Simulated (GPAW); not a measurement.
# Si (Pm-3m) in GPAW: convergence with convergence criteria

Aim: find how far convergence criteria must go before the results for Si settle, at PBEsol. This setting moves, with any that are tied to it; all else stays.

All numbers are computed with GPAW 26.7.0; they aren't measurements. Logs are shortened: lines on timing, memory, paths and dates and some standing lists are left out, and cuts for length are marked. The log counts tension as positive stress, the text compression.

## (1) Starting point

The structure is cubic, space group Pm-3m (No. 221). The conventional cell has a = 2.532 Å, b = 2.532 Å, c = 2.532 Å, α = 90.00°, β = 90.00°, γ = 90.00°. Si (site symmetry m-3m) is surrounded by 6 Si at 2.53 Å.

The cell was built by a generator and needn't be a form met in nature.

## (2) With convergence criteria density=0.001 energy=0.01 eigenstates=0.0001

run.py reads:

```python
from ase.dft.bandgap import bandgap
from ase.io import read, write
from ase.units import GPa
from gpaw import GPAW, PW, setup_paths

setup_paths.insert(0, '.')

atoms = read('POSCAR')

calc = GPAW(mode=PW(600),
            xc='PBEsol',
            kpts={'size': (10, 10, 10), 'gamma': True},
            occupations={'name': 'fermi-dirac', 'width': 0.05},
            nbands=8,
            convergence={'density': 0.001, 'energy': 0.01, 'eigenstates': 0.0001},
            maxiter=100,
            txt='gpaw.txt')
atoms.calc = calc
energy = atoms.get_potential_energy()
forces = atoms.get_forces()
stress = atoms.get_stress()
calc.write('gs.gpw')
write('result.traj', atoms)
print(f'Energy: {energy:.6f} eV')
print('Forces (eV/A):')
print(forces.round(4))
print('Stress (GPa):', (stress / GPa).round(3))
print('Fermi level:', round(calc.get_fermi_level(), 4), 'eV')
print(f'Gap: {bandgap(calc)[0]:.4f} eV, direct: {bandgap(calc, direct=True)[0]:.4f} eV')
```

POSCAR reads:

```
Si
1.0
    2.5321100000      0.0000000000      0.0000000000
    0.0000000000      2.5321100000      0.0000000000
    0.0000000000      0.0000000000      2.5321100000
Si
1
Direct
    0.5000000000      0.5000000000      0.5000000000
```

Potentials or basis: PAW data sets generated in the run's folder for this functional, pw.

Launch:

```
$ gpaw-setup -f PBEsol Si
$ OMP_NUM_THREADS=1 python run.py
```

gpaw.txt:

```text
__  _  _
 | _ |_)|_||  |
 |__||  | ||/\| - 26.7.0

Input parameters:
  mode=PW(ecut=600.0),
  convergence={'density': 0.001, 'energy': 0.01, 'eigenstates': 0.0001},
  kpts=MonkhorstPack(size=(10, 10, 10), gamma=True),
  maxiter=100,
  nbands=8,
  occupations=Occupations(name='fermi-dirac', width=0.05),
  xc=XC(name='PBEsol')

Diagonalizing LCAO Hamiltonian
Converting LCAO to pw mode
   .-----.
  /|     |
 * |     |
 | .-Si--.
 |/     /
 *-----*

Atoms  # Å, Bohr magnetons
|   | symbol |        x |        y |        z |    initial magnetic moments |
|---|--------|----------|----------|----------|-----------------------------|
| 0 |     Si | 1.266055 | 1.266055 | 1.266055 | ( 0.0000,  0.0000,  0.0000) |

Unit cell  # Å
| periodic |        x |        y |        z |  lengths |    angles |
|----------|----------|----------|----------|----------|-----------|
|      yes | 2.532110 | 0.000000 | 0.000000 | 2.532110 | 90.000000 |
|      yes | 0.000000 | 2.532110 | 0.000000 | 2.532110 | 90.000000 |
|      yes | 0.000000 | 0.000000 | 2.532110 | 2.532110 | 90.000000 |

Number of symmetries: 48
Symmetry operations  # r_c * U_cc + t_c -> r_c
|    | kind |            matrix            |
|----|------|------------------------------|
|  0 |  E   |  1, 0, 0,  0, 1, 0,  0, 0, 1 |
|  1 |  σ   |  1, 0, 0,  0, 1, 0,  0, 0,-1 |
|  2 |  σ   |  1, 0, 0,  0, 0, 1,  0, 1, 0 |
|  3 |  C4  |  1, 0, 0,  0, 0, 1,  0,-1, 0 |
|  4 |  C4  |  1, 0, 0,  0, 0,-1,  0, 1, 0 |
|  5 |  σ   |  1, 0, 0,  0, 0,-1,  0,-1, 0 |
|  6 |  σ   |  1, 0, 0,  0,-1, 0,  0, 0, 1 |
|  7 |  C2  |  1, 0, 0,  0,-1, 0,  0, 0,-1 |
|  8 |  σ   |  0, 1, 0,  1, 0, 0,  0, 0, 1 |
|  9 |  C2  |  0, 1, 0,  1, 0, 0,  0, 0,-1 |
| 10 |  C3  |  0, 1, 0,  0, 0, 1,  1, 0, 0 |
| 11 |  S6  |  0, 1, 0,  0, 0, 1, -1, 0, 0 |
| 12 |  S6  |  0, 1, 0,  0, 0,-1,  1, 0, 0 |
| 13 |  C3  |  0, 1, 0,  0, 0,-1, -1, 0, 0 |
| 14 |  C4  |  0, 1, 0, -1, 0, 0,  0, 0, 1 |
| 15 |  S4  |  0, 1, 0, -1, 0, 0,  0, 0,-1 |
| 16 |  C3  |  0, 0, 1,  1, 0, 0,  0, 1, 0 |
| 17 |  S6  |  0, 0, 1,  1, 0, 0,  0,-1, 0 |
| 18 |  σ   |  0, 0, 1,  0, 1, 0,  1, 0, 0 |
| 19 |  C4  |  0, 0, 1,  0, 1, 0, -1, 0, 0 |
| 20 |  C2  |  0, 0, 1,  0,-1, 0,  1, 0, 0 |
| 21 |  S4  |  0, 0, 1,  0,-1, 0, -1, 0, 0 |
| 22 |  S6  |  0, 0, 1, -1, 0, 0,  0, 1, 0 |
| 23 |  C3  |  0, 0, 1, -1, 0, 0,  0,-1, 0 |
| 24 |  S6  |  0, 0,-1,  1, 0, 0,  0, 1, 0 |
| 25 |  C3  |  0, 0,-1,  1, 0, 0,  0,-1, 0 |
| 26 |  C4  |  0, 0,-1,  0, 1, 0,  1, 0, 0 |
| 27 |  σ   |  0, 0,-1,  0, 1, 0, -1, 0, 0 |
| 28 |  S4  |  0, 0,-1,  0,-1, 0,  1, 0, 0 |
| 29 |  C2  |  0, 0,-1,  0,-1, 0, -1, 0, 0 |
| 30 |  C3  |  0, 0,-1, -1, 0, 0,  0, 1, 0 |
| 31 |  S6  |  0, 0,-1, -1, 0, 0,  0,-1, 0 |
| 32 |  C4  |  0,-1, 0,  1, 0, 0,  0, 0, 1 |
| 33 |  S4  |  0,-1, 0,  1, 0, 0,  0, 0,-1 |
| 34 |  S6  |  0,-1, 0,  0, 0, 1,  1, 0, 0 |
| 35 |  C3  |  0,-1, 0,  0, 0, 1, -1, 0, 0 |
| 36 |  C3  |  0,-1, 0,  0, 0,-1,  1, 0, 0 |
| 37 |  S6  |  0,-1, 0,  0, 0,-1, -1, 0, 0 |
| 38 |  σ   |  0,-1, 0, -1, 0, 0,  0, 0, 1 |
| 39 |  C2  |  0,-1, 0, -1, 0, 0,  0, 0,-1 |
| 40 |  σ   | -1, 0, 0,  0, 1, 0,  0, 0, 1 |
| 41 |  C2  | -1, 0, 0,  0, 1, 0,  0, 0,-1 |
| 42 |  C2  | -1, 0, 0,  0, 0, 1,  0, 1, 0 |
| 43 |  S4  | -1, 0, 0,  0, 0, 1,  0,-1, 0 |
| 44 |  S4  | -1, 0, 0,  0, 0,-1,  0, 1, 0 |
| 45 |  C2  | -1, 0, 0,  0, 0,-1,  0,-1, 0 |
| 46 |  C2  | -1, 0, 0,  0,-1, 0,  0, 0, 1 |
| 47 |  i   | -1, 0, 0,  0,-1, 0,  0, 0,-1 |

BZ-sampling:
  Number of BZ points: 1000
  Number of IBZ points: 56

  Monkhorst-Pack size: [10, 10, 10]
  Monkhorst-Pack shift: [0.05, 0.05, 0.05]

K-points  # in reciprocal-cell coordinates
|     |                                coordinates |     weight |
|-----|--------------------------------------------|------------|
|   0 | (  0.00000000,   0.00000000,   0.00000000) | 0.00100000 |
|   1 | (  0.10000000,   0.00000000,   0.00000000) | 0.00600000 |
|   2 | (  0.10000000,   0.10000000,   0.00000000) | 0.01200000 |
|   3 | (  0.10000000,   0.10000000,   0.10000000) | 0.00800000 |
|   4 | (  0.20000000,   0.00000000,   0.00000000) | 0.00600000 |
|   5 | (  0.20000000,   0.10000000,   0.00000000) | 0.02400000 |
|   6 | (  0.20000000,   0.10000000,   0.10000000) | 0.02400000 |
|   7 | (  0.20000000,   0.20000000,   0.00000000) | 0.01200000 |
|   8 | (  0.20000000,   0.20000000,   0.10000000) | 0.02400000 |
|   9 | (  0.20000000,   0.20000000,   0.20000000) | 0.00800000 |
| ... |                                            |            |
|  55 | (  0.50000000,   0.50000000,   0.50000000) | 0.00100000 |

Plane wave coefficients: 554
Cutoff: 600.0 eV

Spin-components: 1 (collinear spins)
Bands:           8
Projectors:      5
Spin-degeneracy: 2
Datatype:        complex128

Parallelization:
  kpt:    1
  domain: 1
  band:   1

Density:
  Valence electrons: 4.0
  Components: 1
  Grid points: [15 15 15]
  Charge: 0.0  # |e|

Potential:
  Grid points: [15 15 15]

species:
  Si:
    name:    Silicon
    Z:       14.0
    valence: 4
    core:    10
    charge:  0.0  # [|e|]
    compensation charges:
      type: gauss
      rc: 0.33  # [Å]
      lmax: 2
    cutoffs:
      filter: 1.86  # [Å]
      core: 2.06  # [Å]
    projectors
    | kind |    occ | energy [eV] | rcut [Å] |
    |------|--------|-------------|----------|
    |   3s |  2.000 |     -10.768 |    1.058 |
    |   3p |  2.000 |      -4.057 |    1.058 |
    |    s |        |      16.444 |    1.058 |
    |    p |        |      23.155 |    1.058 |
    |    d |        |       0.000 |    1.058 |

    Using partial waves for Si as LCAO basis

Reference energy: -7871.696710  # eV

eigensolver:
  PPCG
  Converge bands: occupied
  niter=2

density mixing:
  MSR1-Mixer
  Pratt-step length: 0.05
  Maximum mixing coefficient: 0.75
  Old densities: 10
  SVD Regularization: 0.005
  Good broyden scale: 1.0
  Trust region scale: 1.0
  Backstep threshold: 4.0
  History deletion threshold: 6.0
  Fourier metric: weight=20.0, sigma=0.015

occupation numbers:
  Fermi-Dirac:
    width: 0.0500  # eV

poisson solver:
  ecut: 4800.0  # eV

xc functional:
  name: PBEsol with 2 nearest neighbor stencil

convergence criteria:
- Maximum integral of absolute [dens]ity change: 0.001 electrons / valence electron
- Maximum [total energy] change in last 3 cyles: 0.01 eV / valence electron
- Maximum integral of absolute [eigenst]ate change: 0.0001 eV^2 / valence electron
maximum number of iterations: 100

SCF iterations
|iter     | |      energy | eigst |  dens |
|---------|-|-------------|-------|-------|
|iter:   1| |   -5.494601 | -0.18 |       |
|iter:   2| |   -5.497492 | -2.97 | -1.17 |
|iter:   3| |   -5.509264c| -3.69 | -1.20 |
|iter:   4| |   -5.510522c| -4.23c| -1.71 |
|iter:   5| |   -5.510520c| -5.27c| -2.90 |
|iter:   6| |   -5.510520c| -6.22c| -3.56c|

Converged in 6 steps
Energy contributions relative to reference atoms: (reference = -7871.696710)

Energy contributions:
  Kinetic:           5.240935
  Coulomb:          -4.170788
  Zero:             -0.014510
  External:          0.000000
  Xc:               -6.565520
  Entropy:          -0.001275
  Spinorbit:         0.000000
  ----------------------------
  Free energy:      -5.511158
  Extrapolated:     -5.510520

dipole moment: (-0.000002, -0.000002, -0.000002)  # |e|*Ang

Fermi level: 7.543
Eigenvalues  # (at kpt = [0.000, 0.000, 0.000])
| band index |      eig [eV] | occ [0-2] |
|------------|---------------|-----------|
|          0 |        -5.629 |     2.000 |
|          1 |        15.009 |     0.000 |
|          2 |        15.009 |     0.000 |
|          3 |        15.221 |     0.000 |
|          4 |        15.221 |     0.000 |
|          5 |        15.221 |     0.000 |
|          6 |        23.060 |     0.000 |
|          7 |        32.424 |     0.000 |

No gap
No difference between direct/indirect transitions

Forces  # eV/Ang
|        x |        y |        z |
|----------|----------|----------|
| -0.00000 | -0.00000 | -0.00000 |  # Si   0

Stress tensor  # eV/Ang^3
|        x |        y |        z |
|----------|----------|----------|
| 0.010759 | 0.000000 | 0.000000 |
| 0.000000 | 0.010759 | 0.000000 |
| 0.000000 | 0.000000 | 0.010759 |

# Writing to gs.gpw (mode='')
```

Wall time 5.5 s (1 thread of Arm Neoverse V1, shared host); peak memory 0.12 GiB.

Results:

| Property | Result |
| --- | --- |
| Free energy | -5.5112 eV |
| Pressure | -1.7 GPa |
| Band gap on the k mesh | none (metal or under the smearing width) |

## (3) With convergence criteria default

Changes to run.py since step 2:

```diff
@@ -14,3 +14,2 @@
             nbands=8,
-            convergence={'density': 0.001, 'energy': 0.01, 'eigenstates': 0.0001},
             maxiter=100,
```

POSCAR is that of step 2.

Potentials or basis: PAW data sets generated in the run's folder for this functional, pw.

Launch:

```
$ gpaw-setup -f PBEsol Si
$ OMP_NUM_THREADS=1 python run.py
```

Wall time 6 s (1 thread of Arm Neoverse V1, shared host); peak memory 0.13 GiB.

Results (log left out):

```yaml
Free_energy: -5.5112 eV
Pressure: -1.7 GPa
Band_gap_on_the_k_mesh: none (metal or under the smearing width)
```

## (4) With convergence criteria density=1e-05 energy=1e-05

Changes to run.py since step 3:

```diff
@@ -14,2 +14,3 @@
             nbands=8,
+            convergence={'density': 1e-05, 'energy': 1e-05},
             maxiter=100,
```

POSCAR is that of step 3.

Launch:

```
$ gpaw-setup -f PBEsol Si
$ OMP_NUM_THREADS=1 python run.py
```

It took 6.2 s on 1 thread of Arm Neoverse V1, shared host; peak memory 0.13 GiB.

Results (log left out):

* Free energy: -5.5112 eV
* Pressure: -1.7 GPa
* Band gap on the k mesh: none (metal or under the smearing width)

## (5) With convergence criteria density=1e-05 forces=0.0001

Changes to run.py since step 4:

```diff
@@ -14,3 +14,3 @@
             nbands=8,
-            convergence={'density': 1e-05, 'energy': 1e-05},
+            convergence={'density': 1e-05, 'forces': 0.0001},
             maxiter=100,
```

POSCAR is that of step 4.

Launch:

```
$ gpaw-setup -f PBEsol Si
$ OMP_NUM_THREADS=1 python run.py
```

Run time: 6.5 s. Hardware: 1 thread of Arm Neoverse V1, shared host; peak memory 0.13 GiB.

The run converged. Its results:

- Free energy: -5.5112 eV
- Pressure: -1.7 GPa
- Band gap on the k mesh: none (metal or under the smearing width)

## (6) With convergence criteria density=1e-06 energy=1e-06 eigenstates=1e-10

Changes to run.py since step 5:

```diff
@@ -14,3 +14,3 @@
             nbands=8,
-            convergence={'density': 1e-05, 'forces': 0.0001},
+            convergence={'density': 1e-06, 'energy': 1e-06, 'eigenstates': 1e-10},
             maxiter=100,
```

POSCAR is that of step 5.

Potentials or basis: PAW data sets generated in the run's folder for this functional, pw.

Launch:

```
$ gpaw-setup -f PBEsol Si
$ OMP_NUM_THREADS=1 python run.py
```

Wall time 6.9 s (1 thread of Arm Neoverse V1, shared host); peak memory 0.13 GiB.

The run converged. Its results:

- Free energy: -5.5112 eV
- Pressure: -1.7 GPa
- Band gap on the k mesh: none (metal or under the smearing width)

## (7) Result

| convergence criteria | energy less the tightest run, at zero smearing (meV/atom) | SCF cycles | CPU time (s) | peak memory (GiB) |
| --- | --- | --- | --- | --- |
| density=0.001 energy=0.01 eigenstates=0.0001 | 0.00 | 6 | 5.5 | 0.12 |
| default | 0.00 | 7 | 6 | 0.13 |
| density=1e-05 energy=1e-05 | 0.00 | 8 | 6.2 | 0.13 |
| density=1e-05 forces=0.0001 | 0.00 | 9 | 6.5 | 0.13 |
| density=1e-06 energy=1e-06 eigenstates=1e-10 | 0.00 | 9 | 6.9 | 0.13 |

Against the tightest run, the energy stays within 1 meV/atom from density=0.001 energy=0.01 eigenstates=0.0001 on. The tightest run that finished is the yardstick and may itself not be fully converged.
